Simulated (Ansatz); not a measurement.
TiO2:

```
CELL_PARAMETERS angstrom
2.70603 -2.70666 0.00000
2.70603 2.70666 0.00000
-2.63353 0.00000 4.79664
ATOMIC_POSITIONS crystal
Ti 0.86589 0.13411 0.75000
Ti 0.13411 0.86589 0.25000
O 0.08876 0.33122 0.16715
O 0.91124 0.66878 0.83285
O 0.66878 0.91124 0.33285
O 0.33122 0.08876 0.66715
```

The cell is a database's computed one.

Base run:

| Item | Value |
| --- | --- |
| Program | Ansatz 0.2.0 |
| Functional | PBEsol |
| Potentials or basis | all-electron LAPW, scalar-relativistic |
| Cutoff | 384 eV (chosen from the basis error) |
| Basis error allowed | 0.002 eV/atom |
| k mesh | 8 × 8 × 6 |
| Occupations | fermi-dirac, width 0.05 eV |
| Spin | no spin polarisation |

Its results: band gap on the k mesh 2.03 eV, indirect (least direct gap 2.37 eV); pressure -7.6 GPa; largest force 0.234 eV/Å.

Task: The run is repeated on the same cell with these changes: functional from PBEsol to LDA. What comes out?

Result: Band gap on the k mesh 1.97 eV, indirect (least direct gap 2.32 eV); pressure -12.8 GPa; largest force 0.341 eV/Å.

LDA binds more tightly than PBEsol, so the same cell stands under less pressure.
